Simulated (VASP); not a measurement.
# Ni (Fm-3m) in VASP: further runs

Aim: see how the results for Ni move with the level of theory and the settings. Levels: PBE, r2SCAN, PBE+D2, PBE+D3. Tasks: single point, relaxation of cell and atoms.

All numbers are computed with VASP 6.6.1; they aren't measurements. Logs are shortened: lines on timing, memory, paths and dates and some standing lists are left out, and cuts for length are marked.

## (1) The crystal as given

It takes space group Fm-3m (No. 225, cubic). Conventional cell: a = 3.475 Å, b = 3.475 Å, c = 3.475 Å, α = 90.00°, β = 90.00°, γ = 90.00°. Ni (site symmetry m-3m) is surrounded by 12 Ni at 2.46 Å.

## (2) Single point, PBE, collinear spin, ferromagnetic start

File INCAR:

```
SYSTEM = Ni
  ALGO = Normal
  EDIFF = 1E-6
  ENCUT = 520
  GGA = PE
  ISIF = 2
  ISMEAR = 0
  ISPIN = 2
  LASPH = .True.
  LCHARG = .False.
  LMAXMIX = 4
  LORBIT = 11
  LREAL = .False.
  LWAVE = .False.
  MAGMOM = 1
  NBANDS = 15
  NELM = 150
  PREC = Accurate
  SIGMA = 0.028000000000000004
```

File KPOINTS:

```
k-points
0
Gamma
  13 13 13
  0 0 0
```

File POSCAR:

```
Ni
1.0
    0.0000000000      1.7375729330      1.7375729330
    1.7375729330      0.0000000000      1.7375729330
    1.7375729330      1.7375729330      0.0000000000
Ni
1
Direct
    0.0000000000      0.0000000000      0.0000000000
```

Potentials or basis: VASP PAW PBE potentials, release 64 (Ni).

The run is started by

```console
$ cat potpaw_PBE.64/Ni/POTCAR > POTCAR
$ mpirun -np 1 vasp_std > vasp.out
```

OUTCAR:

```text
SYSTEM = Ni
   EDIFF = 1E-6
   ENCUT = 520
   GGA = PE
   ISIF = 2
   ISMEAR = 0
   ISPIN = 2
   LASPH = .True.
   LORBIT = 11
   LREAL = .False.
   NELM = 150
   PREC = Accurate

 ion  position               nearest neighbor table
   1  0.000  0.000  0.000-

  LATTYP: Found a face centered cubic cell.
 ALAT       =     3.4751458660

  Lattice vectors:

 A1 = (   0.0000000000,   1.7375729330,   1.7375729330)
 A2 = (   1.7375729330,   0.0000000000,   1.7375729330)
 A3 = (   1.7375729330,   1.7375729330,   0.0000000000)

Analysis of symmetry for initial positions (statically):
=====================================================================
 Subroutine PRICEL returns:
 Original cell was already a primitive cell.

 Routine SETGRP: Setting up the symmetry group for a
 face centered cubic supercell.

 Subroutine GETGRP returns: Found 48 space group operations
 (whereof 48 operations were pure point group operations)
 out of a pool of 48 trial point group operations.

The static configuration has the point symmetry O_h .

Analysis of symmetry for dynamics (positions and initial velocities):
=====================================================================
 Subroutine PRICEL returns:
 Original cell was already a primitive cell.

 Routine SETGRP: Setting up the symmetry group for a
 face centered cubic supercell.

 Subroutine GETGRP returns: Found 48 space group operations
 (whereof 48 operations were pure point group operations)
 out of a pool of 48 trial point group operations.

The dynamic configuration has the point symmetry O_h .

Analysis of structural, dynamic, and magnetic symmetry:
=====================================================================
 Subroutine PRICEL returns:
 Original cell was already a primitive cell.

 Routine SETGRP: Setting up the symmetry group for a
 face centered cubic supercell.

 Subroutine GETGRP returns: Found 48 space group operations
 (whereof 48 operations were pure point group operations)
 out of a pool of 48 trial point group operations.

The overall configuration has the point symmetry O_h .

 Subroutine INISYM returns: Found 48 space group operations
 (whereof 48 operations are pure point group operations),
 and found     1 'primitive' translations

----------------------------------------------------------------------------------------

                                     Primitive cell

  volume of cell :      10.4920

  direct lattice vectors                    reciprocal lattice vectors
     0.000000000  1.737572933  1.737572933    -0.287757705  0.287757705  0.287757705
     1.737572933  0.000000000  1.737572933     0.287757705 -0.287757705  0.287757705
     1.737572933  1.737572933  0.000000000     0.287757705  0.287757705 -0.287757705

  length of vectors
     2.457299207  2.457299207  2.457299207     0.498410966  0.498410966  0.498410966

  position of ions in fractional coordinates (direct lattice)
     0.000000000  0.000000000  0.000000000

  ion indices of the primitive-cell ions
   primitive index   ion index
                 1           1

----------------------------------------------------------------------------------------

 KPOINTS: k-points

Automatic generation of k-mesh.
 Grid dimensions read from file:
 generate k-points for:   13   13   13

 Generating k-lattice:

  Cartesian coordinates                     Fractional coordinates (reciprocal lattice)
    -0.022135208  0.022135208  0.022135208     0.076923077  0.000000000  0.000000000
     0.022135208 -0.022135208  0.022135208     0.000000000  0.076923077  0.000000000
     0.022135208  0.022135208 -0.022135208     0.000000000  0.000000000  0.076923077

  Length of vectors
     0.038339305  0.038339305  0.038339305

  Shift w.r.t. Gamma in fractional coordinates (k-lattice)
     0.000000000  0.000000000  0.000000000

 Subroutine IBZKPT returns following result:
 ===========================================

 Found     84 irreducible k-points:

 Following reciprocal coordinates:
            Coordinates               Weight
  0.000000  0.000000  0.000000      1.000000
  0.076923  0.000000  0.000000      8.000000
  0.153846  0.000000  0.000000      8.000000
  0.230769  0.000000  0.000000      8.000000
  0.307692  0.000000  0.000000      8.000000
  0.384615  0.000000  0.000000      8.000000
[... 16 lines left out ...]
  0.384615  0.153846  0.000000     24.000000
  0.461538  0.153846  0.000000     24.000000
 [... further k-points ...]
   k-points           NKPTS =     84   k-points in BZ     NKDIM =     84   number of bands    NBANDS=     15
   number of dos      NEDOS =    301   number of ions     NIONS =      1
   total plane-waves  NPLWV =   5832
   dimension x,y,z NGX =    18 NGY =   18 NGZ =   18
   dimension x,y,z NGXF=    36 NGYF=   36 NGZF=   36
   ions per type =               1
   NGX,Y,Z   is equivalent  to a cutoff of  12.18, 12.18, 12.18 a.u.
   NGXF,Y,Z  is equivalent  to a cutoff of  24.36, 24.36, 24.36 a.u.
 SYSTEM =  Ni
   PREC   = accura    normal or accurate (medium, high low for compatibility)
   ISTART =      0    job   : 0-new  1-cont  2-samecut
   ICHARG =      2    charge: 1-file 2-atom 10-const
   ISPIN  =      2    spin polarized calculation?
   LNONCOLLINEAR =      F non collinear calculations
   LSORBIT =      F    spin-orbit coupling
   LASPH  =      T    aspherical Exc in radial PAW
   ENCUT  =  520.0 eV  38.22 Ry    6.18 a.u.   4.57  4.57  4.57*2*pi/ulx,y,z
   NELM   =    150;   NELMIN=  2; NELMDL= -5     # of ELM steps
   EDIFF  = 0.1E-05   stopping-criterion for ELM
   LREAL  =      F    real-space projection
   EDIFFG = 0.1E-04   stopping-criterion for IOM
   NSW    =      0    number of steps for IOM
   IBRION =     -1    ionic relax: 0-MD 1-quasi-New 2-CG
   NFREE  =      0    steps in history (QN), initial steepest desc. (CG)
   ISIF   =      2    stress and relaxation
   ISYM   =      2    0-nonsym 1-usesym 2-fastsym
   POTIM  = 0.5000    time-step for ionic-motion
   TEBEG  =    0.0;   TEEND  =   0.0 temperature during run
   PSTRESS=    0.0 pullay stress
   NELECT =      10.0000    total number of electrons
   NUPDOWN=      -1.0000    fix difference up-down
   EMIN   =  10.00;   EMAX   =-10.00  energy-range for DOS
   EFERMI =   0.00;   METHOD = LEGACY
   ISMEAR =     0;   SIGMA  =   0.03  broadening in eV -4-tet -1-fermi 0-gaus
   EFERMI_NEDOS =   21; number of points for ismear=-14 and -15
   IALGO  =     38    algorithm
   IMIX   =      4    mixing-type and parameters
     AMIX     =   0.40;   BMIX     =  1.00
     AMIX_MAG =   1.60;   BMIX_MAG =  1.00
  volume/ion in A,a.u.               =      10.49        70.80
  Fermi-wavevector in a.u.,A,eV,Ry     =   1.611097  3.044533 35.315755  2.595635
  Thomas-Fermi vector in A             =   2.706542
   LORBIT       =     11    0 simple, 1 ext, 2 COOP (PROOUT), +10 PAW based schemes
   GGA     = PE    functional components
   LHFCALC =     F    Hartree Fock is set to
   AEXX    =    0.0000 exact exchange contribution
   IVDW    =     0    specifies the selected vdW correction
   LEPSILON=     F    determine dielectric tensor
   LRPA    =     F    only Hartree local field effects (RPA)
 spin polarized calculation
 Gauss-broadening in eV      SIGMA  =   0.03
  energy-cutoff  :      520.00
  volume of cell :       10.49
 maximum number of plane-waves:       296
   NGX =  9   NGY =  9   NGZ =  9

 number of electron      10.0000000 magnetization       1.0000000

 number of electron       9.9999998 magnetization       0.6213020

 Free energy of the ion-electron system (eV)
  ---------------------------------------------------
  ext. energy  EPLUGINS =         0.00000000
  ---------------------------------------------------
  free energy    TOTEN  =        -5.46463939 eV

  energy without entropy =       -5.46402138  energy(sigma->0) =       -5.46433038

 E-fermi :   9.9161     XC(G=0): -13.4712

 val. band max:        9.9021357571   @ k =   0.3846   0.3846   0.0000
 cond. band min:       9.9212924328   @ k =   0.3846   0.0769   0.0000
 fundamental gap:      0.0191566757
 Fermi energy:         9.9161495215

 spin component 1

 k-point     1 :       0.0000    0.0000    0.0000
  band No.  band energies     occupation
      1       0.6317      1.00000
      2       7.3704      1.00000
      3       7.3704      1.00000
      4       7.3704      1.00000
      5       8.6167      1.00000
      6       8.6167      1.00000
      7      33.9264      0.00000
      8      38.0785      0.00000
      9      38.0786      0.00000
     10      38.0786      0.00000
     11      41.1401      0.00000
     12      41.1401      0.00000
     13      41.1401      0.00000
     14      44.0144      0.00000
     15      50.7366      0.00000

 k-point     2 :       0.0769    0.0000    0.0000
  band No.  band energies     occupation
      1       0.8690      1.00000
      2       7.3081      1.00000
      3       7.4237      1.00000
      4       7.4237      1.00000
      5       8.5943      1.00000
      6       8.5943      1.00000
      7      33.1026      0.00000
      8      35.8051      0.00000
      9      37.5848      0.00000
     10      37.5848      0.00000
     11      41.8825      0.00000
     12      41.8825      0.00000
     13      42.2288      0.00000
     14      46.1096      0.00000
     15      48.7986      0.00000
[... 365 lines left out ...]
      3       7.3583      1.00000
      4       7.8913      1.00000
      5       9.2238      1.00000
      6       9.5324      1.00000
      7      21.2673      0.00000
      8      30.3569      0.00000
      9      30.6701      0.00000
     10      33.4913      0.00000
     11      43.0653      0.00000
     12      43.7472      0.00000
     13      44.7539      0.00000
     14      49.4101      0.00000
     15      55.4007      0.00000

 k-point    24 :       0.4615    0.1538    0.0000
  band No.  band energies     occupation
      1       5.2233      1.00000
      2       6.9569      1.00000
      3       7.3951      1.00000
      4       7.8023      1.00000
      5       9.3340      1.00000
      6      10.7728      0.00000
      7      18.0537      0.00000
      8      29.0987      0.00000
      9      30.8747      0.00000
     10      33.0364      0.00000
     11      43.1488      0.00000
     12      43.4433      0.00000
     13      46.5479      0.00000
     14      49.8253      0.00000
     15      56.0254      0.00000

 [... further k-points ...]

 spin component 2

 k-point     1 :       0.0000    0.0000    0.0000
  band No.  band energies     occupation
      1       0.6039      1.00000
      2       8.1216      1.00000
      3       8.1216      1.00000
      4       8.1216      1.00000
      5       9.1867      1.00000
      6       9.1867      1.00000
      7      33.7803      0.00000
      8      38.0568      0.00000
      9      38.0568      0.00000
     10      38.0568      0.00000
     11      41.2521      0.00000
     12      41.2521      0.00000
     13      41.2521      0.00000
     14      43.8984      0.00000
     15      50.9526      0.00000

 k-point     2 :       0.0769    0.0000    0.0000
  band No.  band energies     occupation
      1       0.8416      1.00000
      2       8.0511      1.00000
      3       8.1767      1.00000
      4       8.1767      1.00000
      5       9.1633      1.00000
      6       9.1633      1.00000
      7      33.0402      0.00000
      8      35.7672      0.00000
      9      37.6017      0.00000
     10      37.6017      0.00000
     11      41.9475      0.00000
     12      41.9475      0.00000
     13      42.2212      0.00000
     14      46.0615      0.00000
     15      48.9757      0.00000
[... 365 lines left out ...]
      3       7.9552      1.00000
      4       8.5500      1.00000
      5       9.9332      0.19524
      6      10.1474      0.00000
      7      21.4596      0.00000
      8      30.3592      0.00000
      9      30.7535      0.00000
     10      33.5827      0.00000
     11      43.1419      0.00000
     12      43.7161      0.00000
     13      44.7694      0.00000
     14      49.5511      0.00000
     15      56.5720      0.00000

 k-point    24 :       0.4615    0.1538    0.0000
  band No.  band energies     occupation
      1       5.5886      1.00000
      2       7.3709      1.00000
      3       7.9933      1.00000
      4       8.4299      1.00000
      5      10.0783      0.00000
      6      11.2354      0.00000
      7      18.3253      0.00000
      8      29.1308      0.00000
      9      30.9537      0.00000
     10      33.0935      0.00000
     11      43.1315      0.00000
     12      43.4746      0.00000
     13      46.6035      0.00000
     14      50.0399      0.00000
     15      57.3796      0.00000

 [... further k-points ...]

------------------------ aborting loop because EDIFF is reached ----------------------------------------

  FORCE on cell =-STRESS in cart. coord.  units (eV):
  Direction    XX          YY          ZZ          XY          YZ          ZX
  --------------------------------------------------------------------------------------
  -------------------------------------------------------------------------------------
  Total        0.5059732      0.5059732      0.5059732      0.0000000      0.0000000     -0.0000000
  in kB       77.2643129     77.2643129     77.2643129      0.0000000      0.0000000     -0.0000000
  external PRESSURE =      77.2643129 kB  Pullay stress =       0.0000000 kB

 VOLUME and BASIS-vectors are now :
 -----------------------------------------------------------------------------
  energy-cutoff  :      520.00
  volume of cell :       10.49
      direct lattice vectors                 reciprocal lattice vectors
     0.000000000  1.737572933  1.737572933    -0.287757705  0.287757705  0.287757705
     1.737572933  0.000000000  1.737572933     0.287757705 -0.287757705  0.287757705
     1.737572933  1.737572933  0.000000000     0.287757705  0.287757705 -0.287757705

 POSITION                                       TOTAL-FORCE (eV/Angst)
 -----------------------------------------------------------------------------------
      0.00000      0.00000      0.00000         0.000000      0.000000     -0.000000
 -----------------------------------------------------------------------------------
    total drift:                                0.000000      0.000000     -0.000000

  FREE ENERGIE OF THE ION-ELECTRON SYSTEM (eV)
  ---------------------------------------------------
  free  energy   TOTEN  =        -5.4646393878 eV

  energy  without entropy=       -5.4640213807  energy(sigma->0) =       -5.46433038

 total charge

# of ion       s       p       d       tot
------------------------------------------
    1        0.513   0.531   8.332   9.377

 magnetization (x)

# of ion       s       p       d       tot
------------------------------------------
    1       -0.005  -0.024   0.659   0.630
```

Wall time 11 s (1 thread of Intel Xeon 6975P-C (Granite Rapids), shared host); peak memory 0.14 GiB.

What came out:

| Item | Value |
| --- | --- |
| Free energy | -5.4646 eV |
| Pressure | 7.7 GPa |
| Band gap on the k mesh | none (metal or under the smearing width) |
| Net moment | 0.62 μB per cell |
| Site moments | Ni +0.63 μB |
| Valence electrons inside the program's atomic spheres | Ni 9.38 |

Levels at points of the mesh, in eV from the Fermi level:
Spin up:
```tsv
k point	band 1	band 2	band 3	band 4	band 5	band 6	band 7	band 8	band 9	band 10
(0.00, 0.00, 0.00)	-9.28	-2.55	-2.55	-2.55	-1.30	-1.30	24.01	28.16	28.16	28.16
```
Spin down:
| k point | band 3 | band 4 | band 5 | band 6 | band 7 | band 8 |
| --- | --- | --- | --- | --- | --- | --- |
| (0.00, 0.00, 0.00) | -1.79 | -1.79 | -0.73 | -0.73 | 23.86 | 28.14 |

## (3) Single point, r2SCAN, collinear spin, ferromagnetic start

File INCAR:

```
PREC     = Accurate       # precision mode
ENCUT    = 900            # plane-wave cutoff, eV
EDIFF    = 1E-8           # SCF threshold, eV
ISMEAR   = 1              # smearing method
SIGMA    = 0.1            # smearing width, eV
LREAL    = F              # projectors in reciprocal space
LASPH    = T              # aspherical terms in the spheres
NELM     = 100            # most SCF steps
ALGO     = Normal         # electronic algorithm
ISIF     = 2              # what is computed and relaxed
LWAVE    = F              # write WAVECAR
LCHARG   = F              # write CHGCAR
ISPIN    = 2              # spin polarisation
MAGMOM   = 1              # initial moments
LORBIT   = 11             # projections on sites
LMAXMIX  = 4              # l up to which the mixer works
METAGGA  = R2SCAN         # meta-GGA
LMIXTAU  = T            
ADDGRID  = F
```

File KPOINTS:

```
Automatic mesh
0
Gamma
  17 17 17
```

POSCAR is that of step 2.

Potentials or basis: VASP PAW PBE potentials, release 64 (Ni).

The run is started by

```console
$ cat potpaw_PBE.64/Ni/POTCAR > POTCAR
$ mpirun -np 1 vasp_std > vasp.out
```

Wall time 3.7 min (1 thread of AMD EPYC 9R45 (Zen 5), shared host); peak memory 0.18 GiB.

The run converged. Its results:

```yaml
Free_energy: -11.9446 eV
Pressure: 0.5 GPa
Band_gap_on_the_k_mesh: none (metal or under the smearing width)
Net_moment: 0.70 μB per cell
Site_moments: Ni +0.72 μB
Valence_electrons_inside_the_program's_atomic_spheres: Ni 9.41
```

Levels at points of the mesh, in eV from the Fermi level:
Spin up:
```
           k point  band 2  band 3  band 4  band 5  band 6  band 7  band 8  band 9
(0.00, 0.00, 0.00)   -3.02   -3.02   -3.02   -1.68   -1.68   24.86   29.30   29.30
```
Spin down:
```tsv
k point	band 3	band 4	band 5	band 6	band 7	band 8
(0.00, 0.00, 0.00)	-1.73	-1.73	-0.94	-0.94	24.60	29.40
```

Caveat: the PAW data sets were made with another functional, which shifts forces and pressure a little.

## (4) Relaxation of cell and atoms, PBE, collinear spin, ferromagnetic start

File INCAR:

```
  PREC = Accurate
  ENCUT = 600
  EDIFF = 1E-6
  ISMEAR = -1
  SIGMA = 0.05
  LREAL = F
  LASPH = T
  NELM = 150
  ALGO = Fast
  ISIF = 3
  LWAVE = F
  LCHARG = F
  ISPIN = 2
  MAGMOM = 1
  LORBIT = 11
  LMAXMIX = 4
  GGA = PE
  IBRION = 2
  NSW = 40
  EDIFFG = -0.005
```

File KPOINTS:

```
Automatic mesh
0
Gamma
  10 10 10
```

POSCAR is that of step 3.

The run is started by

```console
$ cat potpaw_PBE.64/Ni/POTCAR > POTCAR
$ mpirun -np 1 vasp_std > vasp.out
```

Wall time 22 s (1 thread of Intel Xeon 6975P-C (Granite Rapids), shared host); peak memory 0.14 GiB.

The run converged. Its results:

* Free energy: -5.4791 eV
* Relaxed volume: 10.91 Å³/atom
* Relaxed cell: a = 2.489 Å, b = 2.489 Å, c = 2.489 Å, α = 60.00°, β = 60.00°, γ = 60.00°
* Space group after relaxing (to 0.05 Å): Fm-3m (No. 225)
* Energy gained by relaxing: 10.6 meV/atom
* Ionic steps: 9
* Pressure after relaxing: 0.1 GPa
* Band gap on the k mesh: none (metal or under the smearing width)
* Net moment: 0.71 μB per cell
* Site moments: Ni +0.72 μB
* Valence electrons inside the program's atomic spheres: Ni 9.30

The path:
| step | energy change (eV) | largest force (eV/Å) | pressure (GPa) | volume (Å³) |
| --- | --- | --- | --- | --- |
| 1 | 0.0000 | 0.0000 | 8.26 | 10.49 |
| 2 | -0.0013 | 0.0000 | -6.90 | 11.33 |
| 3 | -0.0106 | 0.0000 | -0.18 | 10.92 |
| 4 | -0.0106 | 0.0000 | 0.23 | 10.91 |
| 5 | -0.0106 | 0.0000 | -0.51 | 10.91 |
| 6 | -0.0106 | 0.0000 | 0.39 | 10.91 |
| 7 | -0.0106 | 0.0000 | 0.08 | 10.91 |
| 8 | -0.0106 | 0.0000 | 0.07 | 10.91 |
| 9 | -0.0106 | 0.0000 | 0.07 | 10.91 |

Final structure:
```
CELL_PARAMETERS angstrom
0.00000 1.76023 1.76023
1.76023 0.00000 1.76023
1.76023 1.76023 0.00000
ATOMIC_POSITIONS crystal
Ni 0.00000 0.00000 0.00000
```

Levels at points of the mesh, in eV from the Fermi level:
Spin up:
```csv
k point,band 1,band 2,band 3,band 4,band 5,band 6,band 7,band 8,band 9,band 10
"(0.00, 0.00, 0.00)",-9.01,-2.50,-2.50,-2.50,-1.32,-1.32,23.69,27.52,27.52,27.52
"(0.50, 0.00, 0.00)",-4.87,-2.47,-2.47,-0.68,-0.68,-0.31,5.59,22.18,24.60,24.60
"(0.50, 0.50, 0.00)",-4.68,-4.25,-0.62,-0.56,-0.56,2.43,9.16,14.78,14.78,19.66
```
Spin down:
```tsv
k point	band 1	band 2	band 3	band 4	band 5	band 6	band 7	band 8	band 9
(0.00, 0.00, 0.00)	-9.03	-1.66	-1.66	-1.66	-0.66	-0.66	23.53	27.52	27.52
(0.50, 0.00, 0.00)	-4.38	-1.78	-1.78	-0.35	0.17	0.17	6.08	22.04	24.71
(0.50, 0.50, 0.00)	-4.28	-3.55	0.07	0.41	0.41	2.40	9.44	14.81	14.81
```

[end of part 1 of 2]
